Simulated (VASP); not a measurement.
Wanted: the native input for a VASP 6.6.1 run.

| Quantity | Value |
| --- | --- |
| Task | electric field gradients |
| Functional | PBE |
| Potentials or basis | VASP PAW PBE potentials, release 64 (In_d, P) |
| Cutoff | 520 eV |
| k mesh | 4 × 4 × 4 |
| Occupations | fermi-dirac, width 0.05 eV |
| Spin | no spin polarisation |
| Dipole correction | no |
| Further INCAR settings | LREAL = Auto; ALGO = Fast; EDIFF = 1e-08; NBANDS = 86 |

The structure of InP lies in POSCAR:

```
InP
1.0
    0.0000000000      5.7100000000      5.7100000000
    5.7100000000      0.0000000000      5.7100000000
    5.7100000000      5.7100000000      0.0000000000
In P
8 8
Direct
    0.0000000000      0.0000000000      0.0000000000
    0.0000000000      0.0000000000      0.5000000000
    0.0000000000      0.5000000000      0.0000000000
    0.0000000000      0.5000000000      0.5000000000
    0.5000000000      0.0000000000      0.0000000000
    0.5000000000      0.0000000000      0.5000000000
    0.5000000000      0.5000000000      0.0000000000
    0.5000000000      0.5000000000      0.5000000000
    0.2500000000      0.2500000000      0.2500000000
    0.2500000000      0.2500000000      0.7500000000
    0.2500000000      0.7500000000      0.2500000000
    0.2500000000      0.7500000000      0.7500000000
    0.7500000000      0.2500000000      0.2500000000
    0.7500000000      0.2500000000      0.7500000000
    0.7500000000      0.7500000000      0.2500000000
    0.7500000000      0.7500000000      0.7500000000
```

Measurements of this composition are mostly on another form, of space group No. 216.

The input as run:

INCAR

```
ALGO     = Fast           # electronic algorithm
EDIFF    = 1E-8           # SCF threshold, eV
ENCUT    = 520            # plane-wave cutoff, eV
GGA      = PE             # functional
ISIF     = 2              # what is computed and relaxed
ISMEAR   = -1             # smearing method
LASPH    = T              # aspherical terms in the spheres
LCHARG   = F              # write CHGCAR
LEFG     = T            
LREAL    = Auto         
LWAVE    = F              # write WAVECAR
NBANDS   = 86             # bands
NELM     = 100            # most SCF steps
PREC     = Accurate       # precision mode
SIGMA    = 0.05           # smearing width, eV
```

KPOINTS

```
k-points
0
Gamma
  4 4 4
```

Potentials or basis: VASP PAW PBE potentials, release 64 (In_d, P).

Run with:

```bash
$ cat potpaw_PBE.64/In_d/POTCAR potpaw_PBE.64/P/POTCAR > POTCAR
$ mpirun -np 1 vasp_std > vasp.out
```

It gave:

```
Pressure               : -5.4 GPa
Band gap on the k mesh : none (metal or under the smearing width)
```

Run time: 5.1 min on 1 thread of Intel(R) Xeon(R) 6975P-C (Granite Rapids), with other jobs on the host, peak memory 0.55 GiB.
